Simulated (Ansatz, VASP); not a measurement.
**Gd in VASP and in Ansatz**

The input INCAR:

```
SYSTEM = Gd
PREC = Accurate
ENCUT = 520
EDIFF = 1E-6
ISMEAR = -1
SIGMA = 0.05
LREAL = .FALSE.
LASPH = .TRUE.
NELM = 150
ALGO = Normal
ISIF = 2
LWAVE = .FALSE.
LCHARG = .TRUE.
ISPIN = 2
MAGMOM = 2.01
LORBIT = 11
LMAXMIX = 6
GGA = PS
LELF = .TRUE.
LVHAR = .TRUE.
NBANDS = 19
```

File KPOINTS:

```
Automatic mesh
0
G
  9 9 9
  0 0 0
```

The input POSCAR:

```
Gd
1.0
   -2.0250000000      2.0250000000      2.0250000000
    2.0250000000     -2.0250000000      2.0250000000
    2.0250000000      2.0250000000     -2.0250000000
Gd
1
Direct
    0.0000000000      0.0000000000      0.0000000000
```

File input.yaml:

```yaml
crystal:
  lattice:
    - [-2.025, 2.025, 2.025]
    - [2.025, -2.025, 2.025]
    - [2.025, 2.025, -2.025]
  atoms:
    - { symbol: Gd, position: [0.0, 0.0, 0.0], spin: 2.01 }
hamiltonian:
  xc: pbesol
  pseudopotentials: { kind: paw }
magnetization:
  spin_polarized: true
kpoints:
  mp_grid: { grid: [9, 9, 9] }
scf:
  occupations: { method: fermi_dirac, width: 0.05 }
output:
  forces: true
  stress: true
  eigenvalues: true
  write_density: true
  write_potential: true
  elf: true
  volumetric_format: npy
```

This isn't the form of Gd at room conditions, which is hcp.

Alike in both runs: task single point; functional PBEsol; k mesh 9 × 9 × 9; occupations fermi-dirac, width 0.05 eV; collinear spin.

|  | VASP | Ansatz |
| --- | --- | --- |
| version | VASP 6.6.1 | Ansatz 0.2.0 |
| potentials or method | VASP PAW PBE potentials, release 64 (Gd) | Ansatz PAW |
| plane-wave cutoff (eV) | 520 | 420 |
| valence electrons in the cell | 18 | 18 |

|  | VASP | Ansatz | Ansatz less VASP |
| --- | --- | --- | --- |
| gap on the k mesh at the Fermi level (eV) | none | none | - |
| pressure (GPa) | -2.4 | -2.3 | +0.06 |
| net moment per atom (μB) | 7.61 | 7.61 | -0.002 |
| size of the moment on the site where the two differ most (μB) | 7.00 | 7.32 | +0.324 |

Site moments also hang on the region over which each program counts them. A gap of «none» marks a metal or a gap that the smearing closes. With one functional, cell and mesh, what is left measures potentials, basis and numerics.

Caveats: spin-orbit coupling is left out, which moves the levels of the heavy elements; the PAW data sets were made with another functional, which shifts forces and pressure a little (VASP); the PAW data sets come from PBE, with cores solved anew for the run's functional, which leaves a small shift of forces and pressure (Ansatz). The state reached can hang on the start; a lower one may exist.
